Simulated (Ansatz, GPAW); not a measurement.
# Si(111) with SiHCl2 on 25 % of the top atoms and H on the rest: bands and core levels, part 2 of 2

What would XPS and angle-resolved spectra of Si(111) with SiHCl2 on 25 % of the top atoms and H on the rest look like?

Ansatz 0.2.0 and GPAW 26.7.0; DFT, PBE, plane-wave PAW, default files, scalar-relativistic (the session's first sound run).

So far, gap on the k-mesh (eV): step 2 (relaxing the atoms) 1.13.

### 3. Bands by layer (continued)

The intensity has structure finer than the step of the table below, so its rows give means over 1 eV, whole bins alone (the curve runs from -18.1 to 1.39 eV). Peaks (eV: height): Cl K-beta -5.1: 53.2, -3.1: 99.9; Cl K-beta, E along x -5.2: 78.2, -2.9: 63.5; Cl K-beta, E along y -3.1: 146; Cl K-beta, E along z -3.2: 95.9; Cl L2,3 -15.7: 99.5.

Shapes are the site's partial DOS without matrix elements, which overweights lines from ligand s bands. Table of intensity by emission energy less the core level's binding energy, zero at the valence-band maximum; means over each step; 7 of 10 lines; values in % of the unpolarised maximum:

| emission energy less the core level's binding energy (eV) | Cl K-beta | Cl K-beta, E along x | Cl K-beta, E along y | Cl K-beta, E along z | Cl L2,3 | Si K-beta | Si K-beta, E along x |
| --- | --- | --- | --- | --- | --- | --- | --- |
| -17 | 0.409 | 0.660 | 0.279 | 0.287 | 9.58 | 0.489 | 0.464 |
| -16 | 0.802 | 1.39 | 0.491 | 0.520 | 86.6 | 1.51 | 2.56 |
| -15 | 0.386 | 0.517 | 0.316 | 0.327 | 18.1 | 0.848 | 1.66 |
| -14 | 0.340 | 0.400 | 0.309 | 0.311 | 0.548 | 0.532 | 0.613 |
| -13 | 0.412 | 0.481 | 0.376 | 0.378 | 0.213 | 0.710 | 0.743 |
| -12 | 0.551 | 0.665 | 0.490 | 0.499 | 0.128 | 1.48 | 1.51 |
| -11 | 0.868 | 1.12 | 0.717 | 0.769 | 0.224 | 5.49 | 5.73 |
| -10 | 1.86 | 2.77 | 1.36 | 1.46 | 0.744 | 12.2 | 13.0 |
| -9 | 5.42 | 9.33 | 3.62 | 3.31 | 3.09 | 16.2 | 17.8 |
| -8 | 7.58 | 13.2 | 5.26 | 4.29 | 3.60 | 13.5 | 14.5 |
| -7 | 6.43 | 9.97 | 4.90 | 4.41 | 0.691 | 22.5 | 21.2 |
| -6 | 18.6 | 28.1 | 13.6 | 14.1 | 0.763 | 29.7 | 27.3 |
| -5 | 46.1 | 64.6 | 32.9 | 40.9 | 2.86 | 27.8 | 24.1 |
| -4 | 53.0 | 38.1 | 53.7 | 67.1 | 0.244 | 61.4 | 54.4 |
| -3 | 86.8 | 55.0 | 121 | 84.9 | 0.132 | 86.2 | 83.0 |
| -2 | 30.5 | 20.9 | 31.6 | 38.9 | 0.0694 | 96.5 | 97.8 |
| -1 | 8.39 | 4.66 | 7.37 | 13.1 | 0.0422 | 58.6 | 61.9 |
| 0 | 2.89 | 1.94 | 2.94 | 3.79 | 0.0130 | 16.8 | 21.2 |

Sums over each group's atoms; left-over states aren't shared out by site. Site centres, by row:

| group | element | shell | occupied states | centre of occupied part (eV) | centre up to the window's top (eV) |
| --- | --- | --- | --- | --- | --- |
| adsorbate | Si | 3s | 1.105 | -9.615 | -5.359 |
| adsorbate | Si | 3p | 2.122 | -6.415 | -1.63 |
| adsorbate | Cl | 3s | 3.73 | -15.11 | -14.32 |
| adsorbate | Cl | 3p | 10.73 | -3.963 | -3.471 |
| adsorbate | H | 1s | 4.166 | -4.83 | -2.705 |
| layer 1 | Si | 3s | 4.645 | -7.999 | -5.007 |
| layer 1 | Si | 3p | 10.94 | -3.659 | -1.175 |
| layer 2 | Si | 3s | 4.716 | -7.878 | -4.837 |
| layer 2 | Si | 3p | 11.19 | -3.613 | -1.179 |
| layer 3 | Si | 3s | 4.735 | -7.842 | -4.847 |
| layer 3 | Si | 3p | 11.12 | -3.658 | -1.189 |
| middle | Si | 3s | 4.732 | -7.851 | -4.801 |
| middle | Si | 3p | 11.13 | -3.66 | -1.147 |
| other layers | Si | 3s | 9.304 | -7.986 | -4.921 |
| other layers | Si | 3p | 22.05 | -3.625 | -1.126 |
| other layers | H | 1s | 4.167 | -5.072 | -2.773 |

The broadened DOS, unweighted empty DOS by E, zero at the valence-band maximum; read off at these points:

| E (eV) | broadened DOS, unweighted empty DOS (states/eV/cell) |
| --- | --- |
| -0.96 | 0 |
| -0.76 | 0 |
| -0.56 | 0 |
| -0.46 | 0 |
| -0.26 | 0 |
| -0.06 | 6.3e-5 |
| 0.04 | 3.2e-4 |
| 0.14 | 0.00137 |
| 0.34 | 0.0176 |
| 0.44 | 0.0519 |
| 0.64 | 0.306 |
| 0.84 | 1.09 |
| 1.04 | 2.41 |
| 1.24 | 3.59 |
| 1.34 | 4.09 |
| 1.54 | 5.73 |
| 1.74 | 8.88 |
| 1.94 | 12.0 |
| 2.04 | 13.0 |
| 2.24 | 14.3 |
| 2.44 | 15.7 |
| 2.64 | 17.2 |
| 2.84 | 18.2 |
| 2.94 | 18.6 |
| 3.14 | 20.1 |
| 3.34 | 22.1 |
| 3.54 | 23.4 |
| 3.74 | 23.1 |
| 3.84 | 23.1 |
| 4.04 | 25.0 |
| 4.24 | 28.9 |

Recipe: projected DOS times atomic cross section and asymmetry factor (linear light, 54.7° from the polarisation), occupied states only, Fermi edge at 300 K, a Lorentzian width of 0.1 eV growing by 0 eV per eV of binding energy, and a resolution of 0.6 eV. Each atom is damped by exp[−depth/(λ cos θ)], θ = 60° from the normal, λ from the universal curve. Curves are cut 10 eV under the photon energy, above any shell that the free atom's threshold puts out of reach, or at the lower edge of the window: 11.2 eV at 21.2 eV, 18.1 eV at 60 eV, 18.1 eV at 150 eV, 18.1 eV at 1486.7 eV and 18.1 eV at 5414.7 eV. Matrix elements of the solid and inelastic losses aren't modelled, nor non-dipole terms, which matter above 3 keV.

Share of each shell in the spectrum's area (%), by photon energy:

| shell | 21.2 eV | 60 eV | 150 eV | 1486.7 eV | 5414.7 eV |
| --- | --- | --- | --- | --- | --- |
| Si 3s | 3.1 | 13.0 | 13.7 | 43.0 | 58.6 |
| Si 3p | 8.6 | 26.9 | 26.4 | 16.5 | 6.9 |
| Cl 3s | 0.0 | 14.9 | 13.9 | 21.5 | 27.0 |
| Cl 3p | 67.5 | 37.6 | 44.9 | 18.9 | 7.5 |
| H 1s | 20.8 | 7.7 | 1.1 | 0.1 | 0.0 |

Regions along c: top from 16.3 to 22.8 Å, middle from 10.4 to 15.4 Å, bottom from 3.0 to 9.2 Å. The top region begins above the slab's first layer, so it holds the added atoms alone, and the space between regions isn't listed.

The largest force component on a free atom is 0.020 eV/Å, so the atoms are at rest for these settings too.

### 4. GPAW: core holes

This step: DFT, PBE, PAW datasets of GPAW, plane waves, scalar-relativistic (GPAW 26.7.0).

Core holes in GPAW use datasets generated with one core electron removed, a separate route to the same levels.

File run.py:

```python
import json
import numpy as np
from ase import Atoms
from ase.parallel import paropen
from gpaw import GPAW, PW, FermiDirac, Mixer, MixerDif, setup_paths

setup_paths.insert(0, '.')
atoms = Atoms(['Cl', 'Cl', 'H', 'Si', 'H', 'H', 'H', 'Si', 'Si', 'Si', 'Si', 'Si', 'Si', 'Si', 'Si', 'Si', 'Si', 'Si', 'Si', 'Si', 'Si', 'Si', 'Si', 'Si', 'Si', 'Si', 'Si', 'Si', 'Si', 'Si', 'Si', 'H', 'H', 'H', 'H'],
              cell=[[7.67918, 0.0, 0.0], [3.83959, 6.650365, 0.0], [0.0, 0.0, 25.368477]],
              scaled_positions=[[0.164209, 0.104943, 0.741019], [0.731583, 0.103552, 0.740928], [0.122122, 0.757397, 0.724261], [0.014534, -0.028368, 0.707045], [0.503929, -0.007344, 0.670577], [-0.00156, 0.505234, 0.671808], [0.49644, 0.505061, 0.67182], [-0.000301, 0.000711, 0.613923], [0.500872, -0.00159, 0.611672], [0.000269, 0.501282, 0.612631], [0.498505, 0.50123, 0.612643], [0.832746, 0.334549, 0.582949], [0.333583, 0.332866, 0.582227], [0.834093, 0.833659, 0.581629], [0.332367, 0.833648, 0.581638], [0.833621, 0.332762, 0.489484], [0.333338, 0.333347, 0.489084], [0.834094, 0.833565, 0.488639], [0.33239, 0.833566, 0.488653], [0.16642, 0.167026, 0.457462], [0.666567, 0.167036, 0.457459], [0.166979, 0.666109, 0.457217], [0.666802, 0.666408, 0.457694], [0.166667, 0.166667, 0.36438], [0.666667, 0.166667, 0.36438], [0.166667, 0.666667, 0.36438], [0.666667, 0.666667, 0.36438], [0.0, 0.0, 0.333485], [0.5, 0.0, 0.333485], [-0.0, 0.5, 0.333485], [0.5, 0.5, 0.333485], [0.0, 0.0, 0.275933], [0.5, 0.0, 0.275933], [-0.0, 0.5, 0.275933], [0.5, 0.5, 0.275933]],
              pbc=(True, True, False))
params = dict(mode=PW(500),
              xc='PBE',
              kpts={'size': (3, 3, 1), 'gamma': True},
              occupations=FermiDirac(0.02),
              nbands=-25,
              maxiter=200,
              txt='gs.txt',
              mixer=Mixer(0.05, 8, 80),
              poissonsolver={'dipolelayer': 'xy'})
atoms.calc = calc = GPAW(**params)
atoms.get_potential_energy()
ef = calc.get_fermi_level()
nk, ns = len(calc.get_ibz_k_points()), calc.get_number_of_spins()
out = dict(free=atoms.get_potential_energy(force_consistent=True), ef=ef, nel=calc.get_number_of_electrons(), cell=atoms.cell[:], frac=atoms.get_scaled_positions(wrap=False),
           eig=[[calc.get_eigenvalues(k, s) for k in range(nk)] for s in range(ns)], forces=atoms.get_forces(apply_constraint=False))
out['v'] = calc.get_electrostatic_potential().mean(axis=(0, 1))
out['site_potential'] = calc.get_atomic_electrostatic_potentials()
e0 = out['free'] + calc.get_reference_energy()
out['levels'] = {}
for i in [3, 7, 19]:
    hole = atoms.copy()
    hole.calc = GPAW(**{**params, 'charge': -1, 'txt': f'hole{i}.txt', 'setups': {**params.get('setups', {}), i: 'hole' + params.get('setups', {}).get(atoms[i].symbol, '')}})
    out['levels'][i] = hole.get_potential_energy(force_consistent=True) + hole.calc.get_reference_energy() - e0
    with paropen('out.json', 'w') as f:
        json.dump(out, f, default=lambda a: a.tolist())
```

Run with:

```sh
$ gpaw-setup -f PBE Cl > setup.log
$ gpaw-setup -f PBE H > setup.log
$ gpaw-setup -f PBE Si > setup.log
$ gpaw-setup -f PBE --core-hole=2p,1.0 --name=hole Si > setup.log
$ OMP_NUM_THREADS=1 mpirun -n 8 gpaw python run.py > run.log
```

Run time: 8.1 min. Hardware: 8 MPI ranks of Arm Neoverse V1, shared host; 65 min of CPU time.

This step gave:

```
free energy                                                         : -167.5908 eV
Fermi energy                                                        : 0.02094 eV
gap on the k-mesh                                                   : 1.130 eV
ionisation potential, upper face                                    : 5.311 eV
upper vacuum level less the lowest empty level (Kohn–Sham affinity) : 4.181 eV
ionisation potential, lower face                                    : 4.687 eV
```

The planar mean, electrostatic potential oscillates, so the rows of the table below give means over windows of 1 Å about each position, cut where the curve ends. Its maxima inside the range that stand out by 2 % of the span (Å: eV): 10.4: 2.14, 13.6: 2.13, 16.7: 2.56. Its minima: 8.6: -11.7, 12.2: -11.5, 15.3: -11.8, 18.8: -3.79.

From the valence-band maximum. The planar mean, electrostatic potential by z; means over each step:

| z (Å) | planar mean, electrostatic potential (eV) |
| --- | --- |
| 0 | 4.80 |
| 1 | 4.69 |
| 2 | 4.69 |
| 3 | 4.69 |
| 4 | 4.69 |
| 5 | 4.68 |
| 6 | 4.49 |
| 7 | 2.79 |
| 8 | -4.33 |
| 9 | -11.0 |
| 10 | -0.924 |
| 11 | -2.57 |
| 12 | -11.2 |
| 13 | -2.67 |
| 14 | -0.845 |
| 15 | -11.1 |
| 16 | -4.38 |
| 17 | 2.30 |
| 18 | 0.354 |
| 19 | -0.945 |
| 20 | 4.80 |
| 21 | 5.29 |
| 22 | 5.31 |
| 23 | 5.31 |
| 24 | 5.31 |
| 25 | 5.27 |

Each level is the free energy with the hole less that without it. The electron stays in the lowest empty state, so these are excitation energies, not binding energies. The hole's nearest image is 7.7 Å away, and the holes carry no spin, so absolute levels are rough.

| atom | region | shell | level (eV) | shift (eV) | j lines (eV) | doubts |
| --- | --- | --- | --- | --- | --- | --- |
| Si4 | adsorbate | 2p | 103.12 | +2.28 | - | - |
| Si8 | layer 1 | 2p | 101.01 | +0.18 | - | - |
| Si20 | middle | 2p | 100.83 | +0.00 | - | - |

Levels of p, d and f shells are means over their two j lines, weighted by degeneracy; the splitting comes from the atom's own solve. Shifts count from the last listed atom of each element. With the electron kept in the cell, its attraction to the hole differs by site and enters these shifts.

The Si 2p lines of the listed atoms alone (other atoms of the cell aren't counted), as Gaussians 0.5 eV wide, no depth weighting. The intensity by Si 2p level; read off at these points:

| Si 2p level (eV) | intensity (%) |
| --- | --- |
| 99.750 | 1.2e-4 |
| 100.000 | 0.0253 |
| 100.250 | 1.35 |
| 100.500 | 18.9 |
| 100.750 | 76.2 |
| 100.925 | 100.0 |
| 101.000 | 94.4 |
| 101.250 | 36.6 |
| 101.500 | 4.15 |
| 101.750 | 0.130 |
| 102.000 | 0.00111 |
| 102.250 | 0.0131 |
| 102.500 | 0.804 |
| 102.750 | 12.3 |
| 103.000 | 46.8 |
| 103.114 | 54.4 |
| 103.250 | 44.7 |
| 103.500 | 10.7 |
| 103.750 | 0.645 |
| 104.000 | 0.00963 |

### 5. The programs side by side

Each program ran the same cell and functional with its own potentials and basis. Levels are from each run's zero of energy.

| quantity | Ansatz | GPAW |
| --- | --- | --- |
| ionisation potential, upper face (eV) | 5.31 | 5.31 |
| level at K (eV) | -2.27 | - |
| level at K (eV) | -2.26 | - |
| level at K (eV) | 2.36 | - |
| level at K (eV) | 2.40 | - |
| level at Γ (eV) | -0.45 | - |
| level at Γ (eV) | -0.45 | - |
| level at Γ (eV) | 0.00 | - |
| level at Γ (eV) | 0.00 | - |
| level at M (eV) | -1.30 | - |
| level at M (eV) | 1.13 | - |
| level at M (eV) | 1.62 | - |
| level at M (eV) | 1.67 | - |

### 6. Summary of results

```
ionisation potential                                            : 5.31 eV (upper face; lower face 4.69 eV)
electron affinity (Kohn–Sham)                                   : 4.18 eV (slab's lowest empty level against the upper vacuum)
Si core shifts among the listed atoms, from the last listed one : +0.00 to +2.28 eV
```

What this shows: The valence top of Si(111) with SiHCl2 on 25 % of the top atoms and H on the rest lies 5.31 eV (upper face; lower face 4.69 eV) below the vacuum and the lowest empty level 4.18 eV below the vacuum of the upper face. Only the strongest levels a point were stored, too few to count surface states. The upper face's value lies 0.62 eV above that of the hydrogen-covered lower face; the difference is the dipole step of the groups. Core shifts: Si +0.00 to +2.28 eV. Among the sites run, the most bound Si 2p level is that of Si4 (adsorbate), bonded to 2 Cl, 1 H and 1 Si; the least bound, 2.28 eV shallower, that of Si20 (middle), bonded to 4 Si. That is the order that electronegative neighbours give as a rule, though screening of the hole enters too. These are excitation energies with the electron kept in the cell, so its attraction to the hole, which differs by site, enters the order. At 21.2 eV the valence spectrum has its highest listed peaks within 10.8 eV at 3.1 eV (Cl 3p) and 5.2 eV (Cl 3p). At 1486.7 eV the valence spectrum has its highest listed peaks within 13 eV at 3.1 eV (Cl 3p), 5.2 eV (Cl 3p), 6.5 eV (Si 3s), 7.3 eV (Si 3s) and 9.1 eV (Si 3s), and the deeper Cl 3s line at 15.8 eV is higher still. The shell named is the one with most of the intensity, cross sections included, not always the one with most states there. In the main run, from 1486.7 eV towards hard X-rays the Si 3s share grows by 16 points, as its cross section falls more slowly with photon energy than those of the shells it gains on. The plane-wave programs agree on the ionisation potential, upper face to 0.01 eV. The spectra rest on a 3×3×1 mesh, so closely spaced maxima can be ripples of the mesh. The slab's own atoms span 7.1 Å, so bulk bands appear as a few quantum-well levels, and states of the two faces can mix. The affinity uses the Kohn–Sham gap, which is too small, so the true affinity is lower and the true ionisation potential usually higher.

[Logs are printed without paths, hosts, clocks, repeated set-up lines and the standing remarks that a program may print on its own settings, such as how far it seeks lower states.]

[Hosts, paths, dates, database ids (printed as entryN), source tags and the programs' standing remarks are cut or masked in the printed files.]

[Maps of the electrostatic potential energy from Ansatz leave out the sawtooth potential of an applied field or a dipole correction, so their vacuum need not be flat; work functions include it.]
